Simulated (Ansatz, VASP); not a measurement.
**Cross-check of Cu (Cu strained to the junction's net) between VASP and Ansatz**

Aim: how closely do two programs agree when they are given the same cell, functional and k mesh? The structure shown is the end of the Ansatz relaxation below.

Method: plane waves, with VASP 6.6.1 beside it; PBE, in Ansatz 0.2.0.

## 1. Set-up

It takes space group Fm-3m (No. 225, cubic). The conventional cell has a = 3.630 Å, b = 3.630 Å, c = 3.630 Å, α = 90.00°, β = 90.00°, γ = 90.00°. Cu has 12 Cu at 2.57 Å nearest.

## 2. Ansatz: relaxation, PBE

Ansatz runs on its default PAW (the set named soft_2) files.

This run makes the geometry at which the two programs are then compared.

Input file input.yaml:

```yaml
crystal:
  lattice:
    - [2.567, 0.0, 0.0]
    - [-1.2835, 2.2230872115, 0.0]
    - [0.0, 0.0, 6.2869974147]
  atoms:
    - { symbol: Cu, position: [0.0, 0.0, 0.0] }
    - { symbol: Cu, position: [0.3333333333, 0.6666666667, 0.3333333333] }
    - { symbol: Cu, position: [0.6666666667, 0.3333333333, 0.6666666667] }
kpoints:
  mp_grid: { grid: [18, 18, 5] }
scf:
  occupations: { method: fermi_dirac, width: 0.1 }
  max_iter: 150
hamiltonian:
  xc: pbe
relax:
  f_tol: 0.01
  max_steps: 40
  cell: { fix: [a, b, angles] }
```

Launch:

```
ansatz run input.yaml --threads 4 --pin off --max-ram 12288MiB --backend cpu --events-out ev --progress --plain --runs-dir out
```

Numbers of over 12 decimals in the logs are rounded to 6 here.

The log of the run:

```text
Engine: ansatz 0.2.0, aarch64-unknown-linux-gnu
Pseudopotentials: kind: paw
Pseudopotential: Cu, paw, valence charge 19, recommended cutoff 420 eV (normal), Cu.paw.azcp
Functional definition: PBE
  parameter kappa = 0.804
  parameter beta = 0.066725
  exchange = pbe_x(kappa = kappa, mu = beta*pi^2/3)
  correlation = pbe_c(beta = beta)
Crystal: 3 atoms, lattice volume = 35.878 Å³
Basis set: ecut = 420 eV, 723 PW (Γ), exchange–correlation on 36×36×90 points (8 copies of the dense FFT grid, shifted against one another)
Bands: 35, of which v1, the nominal top of the filled ones, is band 29 counted from 1 (28 counted from 0)
Symmetry: 36 space group operations
Space group: R-3m (ITA 166), of the structure as read, at distance tolerance 3.3e-5 Å
k-points: 165 of 1620
Non-local potential: Cu, projectors of the file, l = 0: 3, l = 1: 2, l = 2: 3, l = 3: 1
PAW form: soft (Blöchl's): semilocal exchange-correlation on the pseudo side does not see the compensation charge
PAW one-centre angular grid: Cu, 590 points (default); XC on 64 Gauss nodes
Initial density: superposition of atomic densities (neutral atoms: chi_scale 0, normalization atom), corrected by the library's trained network
Initial wavefunctions: pseudopotential atomic-orbital guess
Functional: x = pbe(κ = 0.804, μ = 0.219515), c = pbe(β = 0.066725)
SCF iter   1: F=—  HF=-19875.537766 eV  |F-HF|=—  |Δ(HF+E_count)|=         —  Δρ=7.40e-4  dr2=5.03e-5  ethr=1.77e-3  ⟨swp⟩=5.1  Hψ=18777  notcnv=0  defer=60
preconditioner: auto → Kerker (q_TF=auto, 2.947 Å⁻¹)  [metal: Δε(μ)=0.026 eV  Ē_g=11.183 eV  σ=0.100 eV  W_gap=0.06  n_scr=10 (ndim 8)  ℏωp=35.6 eV  f_vac=0.000  D(μ)=0.91/eV (n_scr^D=4)]
SCF iter   2: F=—  HF=-19875.538172 eV  |F-HF|=—  |Δ(HF+E_count)|=   4.05e-4  Δρ=4.70e-4  dr2=2.92e-5  ethr=8.82e-8  ⟨swp⟩=3.1  Hψ=15104  notcnv=0  defer=62
SCF iter   3: F=—  HF=-19875.538219 eV  |F-HF|=—  |Δ(HF+E_count)|=   4.76e-5  Δρ=1.78e-4  dr2=3.69e-6  ethr=5.11e-8  ⟨swp⟩=2.0  Hψ=8313  notcnv=0  defer=62
SCF iter   4: F=—  HF=-19875.538221 eV  |F-HF|=—  |Δ(HF+E_count)|=   1.35e-6  Δρ=4.95e-5  dr2=5.03e-7  ethr=6.47e-9  ⟨swp⟩=2.1  Hψ=8509  notcnv=0  defer=62
iter 5 did not close the SCF: its close was put off for the readings that it lacked (scf_convergence_deferred on its scf_iter line)
SCF iter   5: F=-19875.538221 eV  HF=-19875.538221 eV  |F-HF|=8.15e-10  |Δ(HF+E_count)|=   2.88e-7  Δρ=1.40e-5  dr2=4.79e-8  ethr=8.83e-10  ⟨swp⟩=2.0  Hψ=8146  notcnv=0  defer=62
SCF iter   6: F=-19875.538221 eV  HF=-19875.538221 eV  |F-HF|=1.27e-10  |Δ(HF+E_count)|=   1.95e-8  Δρ=3.15e-6  dr2=2.46e-9  ethr=8.40e-11  ⟨swp⟩=2.3  Hψ=17912  notcnv=0
SCF 1 converged in 6 iterations: F = -19875.538221 eV  dr2 = 2.46e-9
  greatest PAW one-centre occupation: 1.000 electrons in one spin orbital (limit 2), on the Cu atom at site 2 (counted from 0), in its partial waves of l = 0
relax step   1: F+E_penalty+E_count = -19875.53822092 eV  Δ(F+E_penalty+E_count) = +0.000e0 eV  max|allowed force component| = 3.010e-27 eV/Å  Δτ_max = 0.0000 Å  P = -0.003 GPa  Ω = 35.878 Å³  fix = [a, b, alpha, beta, gamma]  reactions: a +0.056, b +0.056 GPa  (6 SCF iters, dr2 threshold 1.00e-7 eV, accepted)
[...]
relax step   2: F+E_penalty+E_count = -19875.53823106 eV  Δ(F+E_penalty+E_count) = -1.014e-5 eV  max|allowed force component| = 1.007e-27 eV/Å  Δτ_max = 0.0000 Å  P = +0.026 GPa  Ω = 35.870 Å³  energy of the carried Pulay correction = +5.671e-6 eV  fix = [a, b, alpha, beta, gamma]  reactions: a +0.074, b +0.074 GPa  (6 SCF iters, dr2 threshold 3.66e-8 eV, accepted)
[...]
relax step   3: F+E_penalty+E_count = -19875.53824110 eV  Δ(F+E_penalty+E_count) = -1.004e-5 eV  max|allowed force component| = 8.975e-29 eV/Å  Δτ_max = 0.0000 Å  P = +0.066 GPa  Ω = 35.860 Å³  energy of the carried Pulay correction = +1.346e-5 eV  fix = [a, b, alpha, beta, gamma]  reactions: a +0.099, b +0.099 GPa  (6 SCF iters, dr2 threshold 1.23e-8 eV, accepted)
[...]
relax step   4: F+E_penalty+E_count = -19875.53822726 eV  Δ(F+E_penalty+E_count) = +1.384e-5 eV  max|allowed force component| = 4.926e-29 eV/Å  Δτ_max = 0.0000 Å  P = +0.067 GPa  Ω = 35.860 Å³  fix = [a, b, alpha, beta, gamma]  reactions: a +0.100, b +0.100 GPa  stress off target by 1.08e-3 GPa on what of the cell is left free  SCF on the basis re-selected at this cell (its energy is not comparable with the rows above)  (8 SCF iters)
basis re-selected at this cell: Δ(F+E_penalty+E_count) = +1.384e-5 eV, ΔP = +0.001 GPa vs the last step (what re-selecting the basis moved, of the pressure what is left beyond the Pulay correction that the steps carried, after the strain that the cell walked since its last selection, with what the two solves' SCF thresholds leave and, on support functions, any second-order correction that the steps lacked; it is no m [...]
SCF converged after 8 iterations
Free energy (F): -19875.538227 eV
Harris-Foulkes:  -19875.538227 eV  (|F-HF|=3.64e-12)
Internal energy: -19875.508208 eV  (E = F + TS)
E sigma→0 (E₀):  -19875.523218 eV
Entropy (-TS):   -0.030019 eV (-10.006 meV/atom)
Fermi energy:    16.528495 eV
--- Per-component energies (eV) ---
  E_band       = -1090.869654
  E_kinetic    = 899.393562
  E_local      = -12217.355679  (includes V_loc(G=0)·N_el)
  E_nonlocal   = 1169.646173
  E_hartree    = 5379.884713
  E_xc         = -268.458861
  E_vxc        = -346.425681  (∫ρ·V_xc dr)
  E_paw        = -4988.833286  (= ΣΔE_a)
  E_vpaw       = -1355.898184  (= ΣTr[D̂ρ^β])
  E_aug_tail   = 0.000731  (compensation charges beyond the density's cutoff)
  E_ewald      = -9849.785562
  E_smearing   = -0.030019  (= −TS)
  E_closure    = -0.000000  (closes the sum)
  Σ components = -19875.538227   (vs F -19875.538227, Δ=0.00e0)
--- Forces (eV/Å), atoms counted from 1 ---
  atom   1  Cu     0.00000000    -0.00000000     0.00000000
  atom   2  Cu     0.00000000    -0.00000000     0.00000000
  atom   3  Cu    -0.00000000    -0.00000000     0.00000000
  max |Σ_I F_I| component: 5.60e-29 eV/Å
--- Stress (GPa, compression-positive) ---
        0.099756       0.000000       0.000000
       -0.000000       0.099756      -0.000000
        0.000000      -0.000000       0.001082
  P = ⅓ Tr σ = 0.0669 GPa (0.669 kbar)
--- Relaxed structure (3 steps of the walk, 3 accepted, 1 SCFs on fresh bases) ---
  F+E_penalty+E_count = -19875.53822726 eV   max|allowed force component| = 4.926e-29 eV/Å   (the final SCF, on the basis selected at the relaxed cell)
  cell:  # Å, volume = 35.8600 Å³
    - [2.567000, 0, 0]
    - [-1.283500, 2.223087, 0]
    - [0, 0, 6.283883]
  atoms:
    - { symbol: Cu, position: [0, 0, 0] }
    - { symbol: Cu, position: [0.333333, 0.666667, 0.333333] }
    - { symbol: Cu, position: [0.666667, 0.333333, 0.666667] }
```

## 3. VASP: single point, PBE

The same cell, functional, mesh and smearing now go to VASP, with its own data sets.

Lines of VASP's logs that name or quote its potential files are left out, and so is its time.

Input file INCAR:

```
SYSTEM = Cu
PREC = Accurate
ENCUT = 600
EDIFF = 1E-06
NELM = 120
ISMEAR = -1
SIGMA = 0.1
LREAL = .FALSE.
ALGO = Normal
GGA = PE
NBANDS = 22
LASPH = .TRUE.
LORBIT = 11
LWAVE = .FALSE.
LCHARG = .FALSE.
ISIF = 2
GGA_COMPAT = .FALSE.
KPAR = 2
```

Input file POSCAR:

```
Cu
1.0
    2.5670000000      0.0000000000      0.0000000000
   -1.2835000000      2.2230872115      0.0000000000
    0.0000000000      0.0000000000      6.2838832091
Cu
3
Direct
    1.0000000000      1.0000000000      0.0000000000
    0.3333333333      0.6666666667      0.3333333333
    0.6666666667      0.3333333333      0.6666666667
```

Input file KPOINTS:

```
Automatic mesh
0
Gamma
18 18 5
0 0 0
```

The projector-augmented-wave data sets are Cu (PBE family, release 64).

Launch:

```
mpirun -np 2 vasp_std
```

The log of the run:

```text
[banner, memory and clock lines left out]
running    2 mpi-ranks, on    1 nodes
 distrk:  each k-point on    1 cores,    2 groups
 distr:  one band on    1 cores,    1 groups

 POSCAR found type information on POSCAR Cu
 POSCAR found :  1 types and       3 ions
 LDA part: xc-table for (Slater+PW92), standard interpolation
 POSCAR, INCAR and KPOINTS ok, starting setup
 FFT: planning ... GRIDC
 FFT: planning ... GRID_SOFT
 FFT: planning ... GRID
 WAVECAR not read
 entering main loop
       N       E                     dE             d eps       ncg     rms          rms(c)
DAV:   1     0.235585089681E+03    0.23559E+03   -0.16556E+04  7620   0.294E+03
DAV:   2     0.167342351807E+01   -0.23391E+03   -0.22435E+03  7260   0.385E+02
DAV:   3    -0.136532604853E+02   -0.15327E+02   -0.14154E+02  8162   0.147E+02
DAV:   4    -0.138951924655E+02   -0.24193E+00   -0.24163E+00  8870   0.233E+01
DAV:   5    -0.138981518253E+02   -0.29594E-02   -0.29593E-02  9676   0.231E+00    0.133E+01
DAV:   6    -0.123142425553E+02    0.15839E+01   -0.23924E+01  7850   0.120E+02    0.685E+00
DAV:   7    -0.112303694925E+02    0.10839E+01   -0.44523E+00  8354   0.499E+01    0.825E-01
DAV:   8    -0.112064262051E+02    0.23943E-01   -0.58454E-02  9848   0.352E+00    0.670E-01
DAV:   9    -0.111985972832E+02    0.78289E-02   -0.19090E-02  8812   0.333E+00    0.232E-02
DAV:  10    -0.111986747090E+02   -0.77426E-04   -0.54117E-04  9366   0.302E-01    0.115E-02
DAV:  11    -0.111986723747E+02    0.23343E-05   -0.15916E-05  9826   0.772E-02    0.125E-03
DAV:  12    -0.111986738538E+02   -0.14792E-05   -0.69710E-07  5724   0.125E-02    0.650E-04
DAV:  13    -0.111986740108E+02   -0.15700E-06   -0.92250E-08  4956   0.411E-03
   1 F= -.11198674E+02 E0= -.11183921E+02  d E =-.295067E-01
```

OUTCAR, selected parts (step 3):

```text
ion  position               nearest neighbor table
   1  0.000  0.000  0.000-   2 2.57   3 2.57   2 2.57   3 2.57   3 2.57   2 2.57
   2  0.333  0.667  0.333-   1 2.57   1 2.57   1 2.57   3 2.57   3 2.57   3 2.57
   3  0.667  0.333  0.667-   1 2.57   1 2.57   1 2.57   2 2.57   2 2.57   2 2.57

  LATTYP: Found a hexagonal cell.
 ALAT       =     2.5670000000
 C/A-ratio  =     2.4479482700

 Subroutine GETGRP returns: Found 12 space group operations
 (whereof 12 operations were pure point group operations)

The static configuration has the point symmetry D_3d.

 Found    165 irreducible k-points:

   k-points           NKPTS =    165   k-points in BZ     NKDIM =    165   number of bands    NBANDS=     22

   dimension x,y,z NGX =    24 NGY =   24 NGZ =   50
   dimension x,y,z NGXF=    48 NGYF=   48 NGZF=  100

   ENCUT  =  600.0 eV  44.10 Ry    6.64 a.u.   5.13  5.13 12.55*2*pi/ulx,y,z

   NELECT =      33.0000    total number of electrons

 k-points in reciprocal lattice and weights: Automatic mesh
   0.00000000  0.00000000  0.00000000       0.001
   0.05555556 -0.00000000  0.00000000       0.004
   0.11111111 -0.00000000  0.00000000       0.004
   0.16666667 -0.00000000  0.00000000       0.004
   0.22222222 -0.00000000  0.00000000       0.004
   0.27777778  0.00000000  0.00000000       0.004
   0.33333333 -0.00000000  0.00000000       0.004
   0.38888889 -0.00000000  0.00000000       0.004
   0.44444444 -0.00000000  0.00000000       0.004
[...]
-0.27777778 -0.38888889  0.40000000       0.007
   0.33333333  0.33333333  0.40000000       0.002

 average (electrostatic) potential at core
       1 -63.8223       2 -63.8223       3 -63.8223

 E-fermi :   7.4517

 k-point     1 :       0.0000    0.0000    0.0000
  band No.  band energies     occupation
    ...
     14       5.2525      2.00000
     15       5.5454      2.00000
     16       5.5454      2.00000
     17       5.5454      2.00000
     18       5.5454      2.00000
     19      15.9818      0.00000
     20      15.9818      0.00000
     21      29.1299      0.00000
     22      29.1347      0.00000

 k-point     2 :       0.0556   -0.0000    0.0000
  band No.  band energies     occupation
    ...
     14       5.2543      2.00000
     15       5.4554      2.00000
     16       5.5822      2.00000
     17       5.6253      2.00000
     18       5.7363      2.00000
     19      16.0561      0.00000
     20      16.0577      0.00000
     21      26.8435      0.00000
     22      27.9671      0.00000

 k-point     3 :       0.1111   -0.0000    0.0000
  band No.  band energies     occupation
    ...
     14       5.2643      2.00000
     15       5.3606      2.00000
     16       5.6928      2.00000
     17       5.7997      2.00000
     18       6.0588      2.00000
     19      16.2771      0.00000
     20      16.2890      0.00000
     21      24.1191      0.00000
     22      26.4098      0.00000

  Total        0.1597282      0.1597282      0.1382687      0.0000000      0.0000000      0.0000000
  in kB        7.1364412      7.1364412      6.1776583      0.0000000      0.0000000      0.0000000
  external PRESSURE =       6.8168469 kB  Pullay stress =       0.0000000 kB

  energy-cutoff  :      600.00
  volume of cell :       35.86
      direct lattice vectors                 reciprocal lattice vectors
     2.567000000  0.000000000  0.000000000     0.389559797  0.224912454  0.000000000
    -1.283500000  2.223087212  0.000000000     0.000000000  0.449824908  0.000000000
     0.000000000  0.000000000  6.283883209     0.000000000  0.000000000  0.159137267

 POSITION                                       TOTAL-FORCE (eV/Angst)
 -----------------------------------------------------------------------------------
      0.00000      0.00000      0.00000         0.000000     -0.000000     -0.000000
     -0.00000      1.48206      2.09463        -0.000000      0.000000      0.000000
      1.28350      0.74103      4.18926         0.000000     -0.000000     -0.000000
 -----------------------------------------------------------------------------------
    total drift:                               -0.000000      0.000000     -0.000000

  FREE ENERGIE OF THE ION-ELECTRON SYSTEM (eV)
  ---------------------------------------------------
  free  energy   TOTEN  =       -11.1986740108 eV

  energy  without entropy=      -11.1691672995  energy(sigma->0) =      -11.18392066

 total charge
# of ion       s       p       d       tot
------------------------------------------
    1        0.444   0.374   9.172   9.989
    2        0.444   0.374   9.172   9.989
    3        0.444   0.374   9.172   9.989
--------------------------------------------------
tot          1.331   1.121  27.515  29.967

[... 3 further parts left out ...]
```

This run has no spin polarisation. Its electron count is odd, so without a moment it is a metal by construction.

## 4. Differences

Known differences besides the potentials themselves: the data sets hold 57 valence electrons in Ansatz (on its default PAW (the set named soft_2) files) and 33 in VASP; the cutoff is 420 eV in Ansatz and 600 eV in VASP; Ansatz's pressure holds a Pulay correction, VASP's none. Total energies have different zeros and are not compared.

Both answers:

| quantity | Ansatz | VASP | difference |
| --- | --- | --- | --- |
| pressure (GPa) | 0.07 | 0.68 | -0.61 |

## 5. Summary of results

```
difference in pressure (single point, PBE) : -0.61 GPa
```

In words: The difference in pressure is -0.61 GPa (single point, PBE), within the 1 GPa picked in this series as the mark of a large difference. The data sets hold unlike numbers of valence electrons (57 in Ansatz and 33 in VASP), so part of the differences may come from the potentials. How closely two codes agree says nothing of how well the functional describes the real material.

[Lines on the potential files, build, host, timing and source positions are cut from VASP's logs without a mark.]

[Logs are printed without paths, hosts, clocks, repeated set-up lines and the standing remarks that a program may print on its own settings, such as how far it seeks lower states.]

[Hosts, paths, dates, database ids (printed as entryN), source tags and the programs' standing remarks are cut or masked in the printed files.]
